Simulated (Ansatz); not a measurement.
**Structures of LiCl3: which is lowest?**

Plane-wave DFT in Ansatz with scalar-relativistic PAW potentials, cutoff 420 eV, Γ-centred meshes chosen by cell and gap, Gaussian smearing with energies taken to zero width. Every cell was relaxed (cell and atoms) in a run of its own, within the symmetry of its start. Functional: PBE.

Relaxed structures (starts from databases or built by putting these elements on another compound's sites):
A. P6_3/mmc, 8 atoms in the computed cell, a = 5.584 Å, c = 7.487 Å; sites (symmetry × multiplicity) Li -6m2 × 2, Cl mm2 × 6; start: built
B. P6/mmm, 4 atoms in the computed cell, a = 4.835 Å, c = 4.646 Å; sites (symmetry × multiplicity) Li 6/mmm × 1, Cl -6m2 × 2 + 6/mmm × 1; start: built

**Question.** Rank them by energy. Could pressure change the order?

**Answer.**
| structure | group | E − E(lowest) (meV/atom) | V (Å³/atom) | gap on mesh (eV) |
| --- | --- | --- | --- | --- |
| A | P6_3/mmc | 0.0 | 25.27 | 0.00 |
| B | P6/mmm | 35 | 23.52 | 0.00 |

A is lowest, 35 meV/atom under B. B is denser by 1.76 Å³/atom, so pressure favours it: ΔE/ΔV, with ΔE in eV and 1 eV/Å³ = 160.2 GPa, gives about 3.2 GPa for equal enthalpy if both cells were rigid, a rough figure since the two compress differently. Without a dispersion term the weakly bound lowest cell is too large, so ΔV and this pressure are artefacts in part: a slight pressure closes the gap between layers first. Other structures may lie lower than all of these, and vibrations aren't counted.

Spin polarisation was left out, and a magnetic state may lie lower.